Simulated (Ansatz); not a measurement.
(100) slab cut from the bulk of Si, Fd-3m (No. 227); the slab's formula is Si:

```xyz
9
Lattice="3.8417 0.0000 0.0000 0.0000 3.8417 0.0000 0.0000 0.0000 25.8660" Properties=species:S:1:pos:R:3 pbc="T T T"
Si    0.0000    0.0000    7.5000
Si    1.9209    0.0000    8.8583
Si    1.9209    1.9209   10.2165
Si    0.0000    1.9209   11.5748
Si    0.0000    0.0000   12.9330
Si    1.9209    0.0000   14.2913
Si    1.9209    1.9209   15.6495
Si    0.0000    1.9209   17.0078
Si    0.0000    0.0000   18.3660
```

Theory: Ansatz 0.2.0, DFT PBEsol, scalar-relativistic, plane waves, PAW. Cutoff 420 eV; k points 9×9×1 on the computed 9-atom cell (Γ-centred); Gaussian smearing, width 0.05 eV; no spin polarisation. A dipole correction removes the field between periodic images along c.

Q: What forces act on the atoms?

A:
```json
{"atom": "Si1", "Fx (eV/Å)": "0.000", "Fy (eV/Å)": "0.000", "Fz (eV/Å)": "0.106"}
{"atom": "Si2", "Fx (eV/Å)": "0.000", "Fy (eV/Å)": "0.000", "Fz (eV/Å)": "-0.040"}
{"atom": "Si3", "Fx (eV/Å)": "0.000", "Fy (eV/Å)": "0.000", "Fz (eV/Å)": "0.006"}
{"atom": "Si4", "Fx (eV/Å)": "0.000", "Fy (eV/Å)": "0.000", "Fz (eV/Å)": "-0.058"}
{"atom": "Si5", "Fx (eV/Å)": "0.000", "Fy (eV/Å)": "0.000", "Fz (eV/Å)": "0.000"}
{"atom": "Si6", "Fx (eV/Å)": "0.000", "Fy (eV/Å)": "0.000", "Fz (eV/Å)": "0.058"}
{"atom": "Si7", "Fx (eV/Å)": "0.000", "Fy (eV/Å)": "0.000", "Fz (eV/Å)": "-0.006"}
{"atom": "Si8", "Fx (eV/Å)": "0.000", "Fy (eV/Å)": "0.000", "Fz (eV/Å)": "0.040"}
{"atom": "Si9", "Fx (eV/Å)": "0.000", "Fy (eV/Å)": "0.000", "Fz (eV/Å)": "-0.106"}
```

Cost: 1 run of about 0.34 core-minutes, on Intel Xeon 6975P-C (Granite Rapids) (shared hosts).